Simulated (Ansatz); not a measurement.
Relaxed (100) slab cut from SiC (space group F-43m (No. 216)); the slab's formula is Si6C5, its outer planes Si (top) and Si (bottom):

```xyz
11
Lattice="3.0969 0.0000 0.0000 0.0000 3.0969 0.0000 0.0000 0.0000 25.9493" Properties=species:S:1:pos:R:3 pbc="T T T"
Si    1.5485    1.5485    7.4875
C     1.5485    0.0000    8.6055
Si    0.0000    0.0000    9.6924
C     0.0000    1.5485   10.7855
Si    1.5485    1.5485   11.8795
C     1.5485    0.0000   12.9747
Si    0.0000    0.0000   14.0698
C     0.0000    1.5485   15.1639
Si    1.5485    1.5485   16.2569
C     1.5485    0.0000   17.3438
Si    0.0000    0.0000   18.4618
```

Level of theory: DFT PBE, scalar-relativistic, plane waves, PAW in Ansatz 0.2.0. Plane waves to 420 eV, a k mesh through Γ of 9×9×1 on the computed 11-atom cell and Gaussian smearing (0.05 eV); no spin polarisation. The cell repeats along c with a dipole correction in the vacuum.

The potential is the smooth part; its values at the atoms depend on the PAW datasets.

(1) How does the plane-averaged electrostatic potential energy of an electron run along c, counted from the top of the valence band?

Results:

(1) (z (Å), V (eV)): (2.59, 5.87), (2.88, 5.87), (3.17, 5.87), (3.46, 5.87), (3.75, 5.87), (4.04, 5.87), (4.32, 5.86), (4.61, 5.85), (4.90, 5.82), (5.19, 5.76), (5.48, 5.63), (5.77, 5.36), (6.05, 4.78), (6.34, 3.58), (6.63, 1.24), (6.92, -3.27), (7.21, -8.06), (7.50, -10.02), (7.78, -8.51), (8.07, -6.05), (8.36, -6.44), (8.65, -7.41), (8.94, -6.45), (9.23, -7.22), (9.51, -9.66), (9.80, -9.99), (10.09, -7.73), (10.38, -6.30), (10.67, -7.33), (10.96, -7.11), (11.24, -6.35), (11.53, -8.26), (11.82, -10.19), (12.11, -9.29), (12.40, -6.80), (12.69, -6.55), (12.97, -7.56), (13.26, -6.55), (13.55, -6.80), (13.84, -9.29), (14.13, -10.19), (14.42, -8.26), (14.70, -6.35), (14.99, -7.11), (15.28, -7.33), (15.57, -6.30), (15.86, -7.73), (16.15, -9.99), (16.43, -9.66), (16.72, -7.22), (17.01, -6.45), (17.30, -7.41), (17.59, -6.44), (17.88, -6.05), (18.16, -8.51), (18.45, -10.02), (18.74, -8.06), (19.03, -3.27), (19.32, 1.24), (19.61, 3.58), (19.89, 4.78), (20.18, 5.36), (20.47, 5.63), (20.76, 5.76), (21.05, 5.82), (21.34, 5.85), (21.62, 5.86), (21.91, 5.87), (22.20, 5.87), (22.49, 5.87), (22.78, 5.87), (23.07, 5.87), (23.35, 5.87)

The vacuum level lies 5.87 eV above the top of the valence band.

Cost: 1 run of about 1.6 core-minutes, on Intel Xeon Processor @ 2.70GHz (shared hosts).